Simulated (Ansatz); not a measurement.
# N in Ru(0001), 2x2: scattering by a point defect, part 3 of 3

Wanted: the reflection from a plane of defects, N in Ru(0001), 2x2, and the resistivity it implies.

Ansatz 0.2.0; Ansatz plane-wave DFT, PBE, PAW files; ballistic transport by layer matching (Landauer), zero bias; PAW set soft_1 (the session's first sound run).

So far, resistivity per at.% scaled from this dense plane, with the factor 3/4 for isotropic scattering (µΩ cm): step 3 (resistance at ideal sites) 3.03.

**5. Transmission after relaxation, relaxed yes**

The transmission is solved again on the relaxed atoms.

This step: Ansatz plane-wave DFT, PBE, PAW files; ballistic transport by layer matching (Landauer), zero bias; PAW set soft_1 (Ansatz 0.2.0).

input.yaml

```yaml
crystal:
  lattice:
    - [5.4116, 0.0, 0.0]
    - [-2.7058, 4.6865830751, 0.0]
    - [0.0, 0.0, 34.2552]
  atoms:
    - { symbol: Ru, position: [0.1666666667, 0.3333333333, 0.03125] }
    - { symbol: Ru, position: [0.1666666667, 0.8333333333, 0.03125] }
    - { symbol: Ru, position: [0.6666666667, 0.3333333333, 0.03125] }
    - { symbol: Ru, position: [0.6666666667, 0.8333333333, 0.03125] }
    - { symbol: Ru, position: [0.3333333333, 0.1666666667, 0.09375] }
    - { symbol: Ru, position: [0.3333333333, 0.6666666667, 0.09375] }
    - { symbol: Ru, position: [0.8333333333, 0.1666666667, 0.09375] }
    - { symbol: Ru, position: [0.8333333333, 0.6666666667, 0.09375] }
    - { symbol: Ru, position: [0.1666666667, 0.3333333333, 0.15625] }
    - { symbol: Ru, position: [0.1666666667, 0.8333333333, 0.15625] }
    - { symbol: Ru, position: [0.6666666667, 0.3333333333, 0.15625] }
    - { symbol: Ru, position: [0.6666666667, 0.8333333333, 0.15625] }
    - { symbol: Ru, position: [0.3333333333, 0.1666666667, 0.21875] }
    - { symbol: Ru, position: [0.3333333333, 0.6666666667, 0.21875] }
    - { symbol: Ru, position: [0.8333333333, 0.1666666667, 0.21875] }
    - { symbol: Ru, position: [0.8333333333, 0.6666666667, 0.21875] }
    - { symbol: Ru, position: [0.1666666667, 0.3333333333, 0.28125] }
    - { symbol: Ru, position: [0.1666666667, 0.8333333333, 0.28125] }
    - { symbol: Ru, position: [0.6666666667, 0.3333333333, 0.28125] }
    - { symbol: Ru, position: [0.6666666667, 0.8333333333, 0.28125] }
    - { symbol: Ru, position: [0.3334331094, 0.1667165547, 0.3429311085] }
    - { symbol: Ru, position: [0.3333333333, 0.6666666667, 0.3428932493] }
    - { symbol: Ru, position: [0.8332834453, 0.1667165547, 0.3429311085] }
    - { symbol: Ru, position: [0.8332834453, 0.6665668906, 0.3429311085] }
    - { symbol: Ru, position: [0.1663165393, 0.3326330786, 0.4048249781] }
    - { symbol: Ru, position: [0.1663165393, 0.8336834607, 0.4048249781] }
    - { symbol: Ru, position: [0.6666666667, 0.3333333333, 0.4047888837] }
    - { symbol: Ru, position: [0.6673669214, 0.8336834607, 0.4048249781] }
    - { symbol: Ru, position: [0.3344520066, 0.1672260033, 0.4665694583] }
    - { symbol: Ru, position: [0.3333333333, 0.6666666667, 0.4656593641] }
    - { symbol: Ru, position: [0.8327739967, 0.1672260033, 0.4665694583] }
    - { symbol: Ru, position: [0.8327739967, 0.6655479934, 0.4665694583] }
    - { symbol: Ru, position: [0.1775209206, 0.3550418412, 0.5286356823] }
    - { symbol: Ru, position: [0.1775209206, 0.8224790794, 0.5286356823] }
    - { symbol: Ru, position: [0.6666666667, 0.3333333333, 0.5287272369] }
    - { symbol: Ru, position: [0.6449581588, 0.8224790794, 0.5286356823] }
    - { symbol: Ru, position: [0.3550536306, 0.1775268153, 0.5950399939] }
    - { symbol: Ru, position: [0.3333333333, 0.6666666667, 0.594951949] }
    - { symbol: Ru, position: [0.8224731847, 0.1775268153, 0.5950399939] }
    - { symbol: Ru, position: [0.8224731847, 0.6449463694, 0.5950399939] }
    - { symbol: Ru, position: [0.1671725157, 0.3343450315, 0.657146875] }
    - { symbol: Ru, position: [0.1671725157, 0.8328274843, 0.657146875] }
    - { symbol: Ru, position: [0.6666666667, 0.3333333333, 0.6579937558] }
    - { symbol: Ru, position: [0.6656549685, 0.8328274843, 0.657146875] }
    - { symbol: "N", position: [0.0, 0.0, 0.5618448422] }
    - { symbol: Ru, position: [0.3333333333, 0.1666666667, 0.71875] }
    - { symbol: Ru, position: [0.3333333333, 0.6666666667, 0.71875] }
    - { symbol: Ru, position: [0.8333333333, 0.1666666667, 0.71875] }
    - { symbol: Ru, position: [0.8333333333, 0.6666666667, 0.71875] }
    - { symbol: Ru, position: [0.1666666667, 0.3333333333, 0.78125] }
    - { symbol: Ru, position: [0.1666666667, 0.8333333333, 0.78125] }
    - { symbol: Ru, position: [0.6666666667, 0.3333333333, 0.78125] }
    - { symbol: Ru, position: [0.6666666667, 0.8333333333, 0.78125] }
    - { symbol: Ru, position: [0.3333333333, 0.1666666667, 0.84375] }
    - { symbol: Ru, position: [0.3333333333, 0.6666666667, 0.84375] }
    - { symbol: Ru, position: [0.8333333333, 0.1666666667, 0.84375] }
    - { symbol: Ru, position: [0.8333333333, 0.6666666667, 0.84375] }
    - { symbol: Ru, position: [0.1666666667, 0.3333333333, 0.90625] }
    - { symbol: Ru, position: [0.1666666667, 0.8333333333, 0.90625] }
    - { symbol: Ru, position: [0.6666666667, 0.3333333333, 0.90625] }
    - { symbol: Ru, position: [0.6666666667, 0.8333333333, 0.90625] }
    - { symbol: Ru, position: [0.3333333333, 0.1666666667, 0.96875] }
    - { symbol: Ru, position: [0.3333333333, 0.6666666667, 0.96875] }
    - { symbol: Ru, position: [0.8333333333, 0.1666666667, 0.96875] }
    - { symbol: Ru, position: [0.8333333333, 0.6666666667, 0.96875] }
kpoints:
  mp_grid: { grid: [5, 5, 1] }
hamiltonian:
  xc: pbe
  pseudopotentials: { kind: paw, azcp: { folder: soft_1 } }
scf:
  occupations: { method: fermi_dirac, width: 0.1 }
output:
  transmission:
    leads: [[0, 8]]
    kmesh: [10, 10]
    e_range: [-0.05, 0.05]
    de: 0.05
  write_potential: true
  write_density: true
  volumetric_format: npy
```

Command:

```
$ ansatz run input.yaml --threads 4 --pin off --max-ram 15360MiB --backend cpu --events-out ev --progress --plain --runs-dir out
```

Numbers of over 12 decimals in the logs are rounded to 6 here.

Log:

```text
[...]
Crystal: 65 atoms, lattice volume = 868.777 Å³
Basis set: ecut = 420 eV, 16909 PW (Γ)
Bands: 618, of which v1, the nominal top of the filled ones, is band 515 counted from 1 (514 counted from 0)
Symmetry: 6 space group operations
[...]
k-points: 5 of 25 (time reversal used)
[...]
SCF iter   1: F=—  HF=-376661.346615 eV  |F-HF|=—  |Δ(HF+E_count)|=         —  Δρ=1.22e-1  dr2=1.52e2  ethr=3.10e-3  ⟨swp⟩=5.0  Hψ=9989  notcnv=0  defer=2
[...]
SCF iter  10: F=-376621.102052 eV  HF=-376621.102052 eV  |F-HF|=6.73e-8  |Δ(HF+E_count)|=   1.27e-8  Δρ=5.59e-7  dr2=6.83e-8  ethr=9.72e-12  ⟨swp⟩=7.4  Hψ=6571  notcnv=0
SCF 1 converged in 10 iterations: F = -376621.102052 eV  dr2 = 6.83e-8
[...]
transmission: 89 of 882 steps passed
transmission: 179 of 882 steps passed
[...]
transmission: 882 of 882 steps passed
SCF converged after 10 iterations
Free energy (F): -376621.102052 eV
[...]
Internal energy: -376619.016591 eV  (E = F + TS)
E sigma→0 (E₀):  -376620.059321 eV
Entropy (-TS):   -2.085462 eV (-32.084 meV/atom)
Fermi energy:    23.510417 eV
[...]
--- Band table (eV; the first three rows and the last of 5) ---
  k-point 0: bands = [... 511 lower, 24.2272, 24.2738, 24.2738, 24.3144, 24.3144, 24.4088, 24.4088, 24.4517, ... 99 higher]
  k-point 1: bands = [... 511 lower, 23.8511, 23.9156, 23.9290, 23.9501, 23.9769, 23.9784, 23.9872, 24.0242, ... 99 higher]
  k-point 2: bands = [... 511 lower, 23.2577, 23.2688, 23.2969, 23.2979, 23.3404, 23.4087, 23.4907, 23.5049, ... 99 higher]
  k-point 4: bands = [... 511 lower, 23.1378, 23.1441, 23.3233, 23.3394, 23.4300, 23.4414, 23.4562, 23.4685, ... 99 higher]
--- Transmission ---
  basis      : 223 plane waves across, 63 finite elements along
  points     : 14, standing for a mesh of 10 x 10
[...]
channels       : 5.280000e0 a spin
[...]
junction   : crystal 0 to crystal 0, 0.70 to 30.67 Å
    transmission   : 3.539388e0 a spin
[...]
```

Run time: 5.9 min. Hardware: 4 threads of Arm Neoverse V1, shared host; peak memory 8.1 GiB; 22 min of CPU time.

Numbers from this step:

```
free energy                                    : -376621.1021 eV
energy at zero smearing                        : -376620.0593 eV
transmission per spin nearest the Fermi level  : 3.539
open channels per spin nearest the Fermi level : 5.28
step of the lead's potential                   : 7.8 meV
```

Per spin. Transmission, zone mean against energy, zero at the Fermi level:

| energy (eV) | transmission, zone mean |
| --- | --- |
| -0.0500 | 3.47 |
| 0.0000 | 3.54 |
| 0.0500 | 3.75 |

Transmission over k1 and k2. At 0.0000 eV from the Fermi level.

Ten even steps from '_' (0.56) to '@' (8.81):
```
--==::::::==--..__..
..::--====--::..____
..::==++**++==::....
--::==**@@@@**==::--
====--++@@@@@@++--==
----::==**@@@@**==::
......::==++**++==::
..____..::--====--::
--..__..--==::::::==
==--....--==--....--
```
Columns: k1 (b1) from -0.5 to 0.4; rows upwards: k2 (b2) from -0.5 to 0.4.

Over the solved energies the transmission per spin lies between 3.47 and 3.75, out of 5.48 channels of the lead on average (up to 6).

**6. Resistance after relaxation**

This step: Ansatz plane-wave DFT, PBE, PAW files; ballistic transport by layer matching (Landauer), zero bias; area resistance of the defect plane and resistivity an atomic per cent; PAW set soft_1 (Ansatz 0.2.0).

Numbers from this step:

```
area resistance                                                                                 : 0.3154 fΩ m²
T over the leads' mean channel count                                                            : 0.6544
resistivity per at.% scaled from this dense plane, with the factor 3/4 for isotropic scattering : 4.420 µΩ cm
```

Averaged over the energies near the Fermi level, 65.4 % of the channels pass, which makes 0.315 fΩ m², against 0.216 on ideal sites.

**7. Summary of results**

| Property | Result |
| --- | --- |
| share of channels that pass, rigid | 0.719 |
| area resistance, rigid | 0.216 fΩ m² |
| resistivity per at.% from the area resistance, times 3/4, rigid | 3.03 µΩ cm |
| share of channels that pass, relaxed | 0.654 |
| area resistance, relaxed | 0.315 fΩ m² |
| resistivity per at.% from the area resistance, times 3/4, relaxed | 4.42 µΩ cm |

**Reading.** The plane of defects adds 0.32 fΩ m². Scaled to one atomic per cent that is 5.9 µΩ cm as it stands and 4.4 with the factor 3/4 for isotropic scattering on a spherical Fermi surface; with the reflection in place of the resistance taken as linear in the density it would be 2.9. These are rough estimates of the dilute value, not bounds. One N in each 2x2 cell reflects 35 % of the lead's channels. The relaxed cell differs by 46 % in resistance; between the two runs the lead's own channel count goes from 5.92 to 5.48, so sampling may have a part in it. The defects form a dense periodic sheet that scatters coherently, unlike a dilute random alloy. T and N are means over the solved energies nearest the Fermi level.

[Logs are printed without paths, hosts, clocks, repeated set-up lines and the standing remarks that a program may print on its own settings, such as how far it seeks lower states.]

[Hosts, paths, dates, database ids (printed as entryN), source tags and the programs' standing remarks are cut or masked in the printed files.]
